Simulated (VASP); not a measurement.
# Sb: restarted molecular dynamics, 2 variants

Sb, R-3m (no. 166), 12 atoms in the cell. PBE, molecular dynamics; PAW potentials Sb (PBE set).

| Restart from | Temperature at the end (K) | The same without a restart (K) | Potential energy at the end (eV/atom) | The same without a restart (eV/atom) | Electronic steps in the first step after the restart | Time (s) |
|---|---|---|---|---|---|---|
| CONTCAR with velocities, WAVECAR read | 731.0 | 731.0 | -4.07433 | -4.07433 | 4 | 240 |
| CONTCAR with velocities, no WAVECAR | 731.0 | 731.0 | -4.07433 | -4.07433 | 13 | 241 |

Limits: 240 fs of 12 atoms are too short for converged averages; the cell is only 4.3 Å across, so each atom moves in step with near copies of itself.

## Input of the first row

INCAR.step1:
```
GGA = PE ; PREC = Normal
ENCUT = 200 ; EDIFF = 1E-6
NELMIN = 4 ; NELM = 60
ALGO = Fast ; LREAL = Auto
LASPH = T ; ISMEAR = -1
SIGMA = 0.05 ; ISYM = 0
LWAVE = T ; LCHARG = F
IBRION = 0 ; NSW = 30
POTIM = 4.0 ; TEBEG = 1000
ISIF = 2 ; RANDOM_SEED = 244428 0 0
MDALGO = 4 ; NHC_NCHAINS = 3
NHC_PERIOD = 30 ; KPAR = 2
```

INCAR.step2, as INCAR.step1 but for:
```
- LWAVE = T
+ LWAVE = F
```

KPOINTS:
```
k-points
0
Gamma
  3 2 1
```

POSCAR.step1:
```
Sb
1.0
    4.3084000000      0.0000000000      0.0000000000
    0.0000000000      7.4623676994      0.0000000000
    0.0000000000      0.0000000000     11.2740000000
Sb
12
Direct
    0.0000000000      0.0000000000      0.7665100000
    0.5000000000      0.5000000000      0.7665100000
    0.0000000000      0.3333333334      0.9001566667
    0.5000000000      0.8333333334      0.9001566667
    0.5000000000      0.1666666666      0.0998433333
    0.0000000001      0.6666666666      0.0998433333
    0.0000000000      0.0000000000      0.2334900000
    0.5000000000      0.5000000000      0.2334900000
    0.0000000000      0.3333333334      0.4331766667
    0.5000000000      0.8333333334      0.4331766667
    0.5000000000      0.1666666666      0.5668233333
    0.0000000001      0.6666666666      0.5668233333
```

Commands (each step's output is kept before the next begins):
```
cat potpaw_PBE.64/Sb/POTCAR > POTCAR
cp INCAR.step1 INCAR
cp POSCAR.step1 POSCAR
mpirun -np 2 vasp_std > vasp.out
cp CONTCAR POSCAR
cp INCAR.step2 INCAR
mpirun -np 2 vasp_std > vasp.out
```

Changes of the last row against the first:
```
(step 1)
- LWAVE = True
+ LWAVE = False
```

VASP 6.6.1 took 240 s on 2 cores (Intel Xeon Platinum 8488C (Sapphire Rapids)), a shared host.
